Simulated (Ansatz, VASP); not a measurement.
**Two plane-wave programs on NaCl**

File INCAR:

```
SYSTEM = NaCl
PREC     = Accurate       ! precision mode
ENCUT    = 520            ! plane-wave cutoff, eV
EDIFF    = 1E-7           ! SCF threshold, eV
ISMEAR   = 0              ! smearing method
SIGMA    = 0.02           ! smearing width, eV
LREAL    = .FALSE.        ! projectors in reciprocal space
LASPH    = .TRUE.         ! aspherical terms in the spheres
NELM     = 60             ! most SCF steps
ALGO     = Normal         ! electronic algorithm
ISIF     = 2              ! what is computed and relaxed
LWAVE    = .FALSE.        ! write WAVECAR
LCHARG   = .FALSE.        ! write CHGCAR
GGA      = PE             ! functional
NBANDS   = 14             ! bands
```

KPOINTS

```
Automatic mesh
0
G
  8 8 8
  0 0 0
```

File POSCAR:

```
NaCl
1.0
    0.0000000000      2.8100000000      2.8100000000
    2.8100000000      0.0000000000      2.8100000000
    2.8100000000      2.8100000000      0.0000000000
Na Cl
1 1
Direct
    0.0000000000      0.0000000000      0.0000000000
    0.5000000000      0.5000000000      0.5000000000
```

Input for Ansatz:

```yaml
crystal:
  lattice:
    - [0.0, 2.81, 2.81]
    - [2.81, 0.0, 2.81]
    - [2.81, 2.81, 0.0]
  atoms:
    - { symbol: Na, position: [0.0, 0.0, 0.0] }
    - { symbol: Cl, position: [0.5, 0.5, 0.5] }
basis:
  ecutwfc: 420
kpoints:
  mp_grid: { grid: [8, 8, 8] }
hamiltonian:
  xc: pbe
scf:
  occupations: { method: gaussian, width: 0.02 }
output:
  forces: true
  stress: true
  eigenvalues: true
  populations: true
```

Alike in both runs: task single point; functional PBE; k mesh 8 × 8 × 8; occupations gaussian, width 0.02 eV; no spin polarisation.

|  | VASP | Ansatz |
| --- | --- | --- |
| version | VASP 6.6.1 | Ansatz 0.2.0 |
| potentials or method | VASP PAW PBE potentials, release 64 (Na_pv, Cl) | scalar-relativistic, plane waves, PAW |
| plane-wave cutoff (eV) | 520 | 420 |
| valence electrons in the cell | 14 | 16 |

```tsv
	VASP	Ansatz	Ansatz less VASP
gap on the k mesh at the Fermi level (eV)	5.15	5.15	0.000
least direct gap on the mesh (eV)	5.15	5.15	0.000
pressure (GPa)	1.0	1.0	+0.03
```

The two sets of potentials don't hold the same shells in valence.
